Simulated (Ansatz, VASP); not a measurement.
This is a calculation of CoSi2 for Ansatz 0.2.0.

Contents of input.yaml:

```yaml
crystal:
  lattice:
    - [0.0, 2.678, 2.678]
    - [2.678, 0.0, 2.678]
    - [2.678, 2.678, 0.0]
  atoms:
    - { symbol: Co, position: [0.0, 0.0, 0.0], spin: 0.09 }
    - { symbol: Si, position: [0.75, 0.75, 0.75] }
    - { symbol: Si, position: [0.25, 0.25, 0.25] }
hamiltonian:
  xc: pbe
  pseudopotentials: { kind: paw }
magnetization:
  spin_polarized: true
kpoints:
  mp_grid: { grid: [9, 9, 9] }
scf:
  occupations: { method: fermi_dirac, width: 0.05 }
output:
  forces: true
  stress: true
  eigenvalues: true
```

Potentials or basis: Ansatz PAW.

Launch:

```console
$ ansatz run input.yaml --threads 2 --pin off --max-ram 5632MiB --backend cpu --events-out ev --progress --plain --runs-dir out
```

**Question.** Translate it to VASP 6.6.1. Potentials there: VASP PAW PBE potentials, release 64 (Co, Si).

**Answer.** As run (the cutoff follows the program's own potentials):

INCAR

```
SYSTEM = CoSi2
PREC = Accurate
ENCUT = 520
EDIFF = 1E-6
ISMEAR = -1
SIGMA = 0.05
LREAL = .False.
LASPH = .True.
NELM = 150
ALGO = Normal
ISIF = 2
LWAVE = .False.
LCHARG = .True.
ISPIN = 2
MAGMOM = 0.09 0 0
LORBIT = 11
LMAXMIX = 4
GGA = PE
LELF = .True.
LVHAR = .True.
NBANDS = 20
```

Contents of KPOINTS:

```
Automatic mesh
0
Gamma
  9 9 9
  0 0 0
```

Contents of POSCAR:

```
CoSi2
1.0
    0.0000000000      2.6780000000      2.6780000000
    2.6780000000      0.0000000000      2.6780000000
    2.6780000000      2.6780000000      0.0000000000
Co Si
1 2
Direct
    0.0000000000      0.0000000000      0.0000000000
    0.7500000000      0.7500000000      0.7500000000
    0.2500000000      0.2500000000      0.2500000000
```

Potentials or basis: VASP PAW PBE potentials, release 64 (Co, Si).

Command:

```bash
$ cat potpaw_PBE.64/Co/POTCAR potpaw_PBE.64/Si/POTCAR > POTCAR
$ mpirun -np 1 vasp_std > vasp.out
```

Both were run:

|  | VASP | Ansatz | Ansatz less VASP |
| --- | --- | --- | --- |
| gap on the k mesh at the Fermi level (eV) | none | none | - |
| pressure (GPa) | 0.3 | 0.5 | +0.21 |
| net moment per atom (μB) | 0.00 | 0.00 | 0.000 |

A gap of «none» marks a metal or a gap that the smearing closes. The functional is the same, so the differences come from potentials, cutoffs and numerics. The two sets of potentials don't hold the same shells in valence.

Caveats: the starting moments weren't kept (Ansatz).
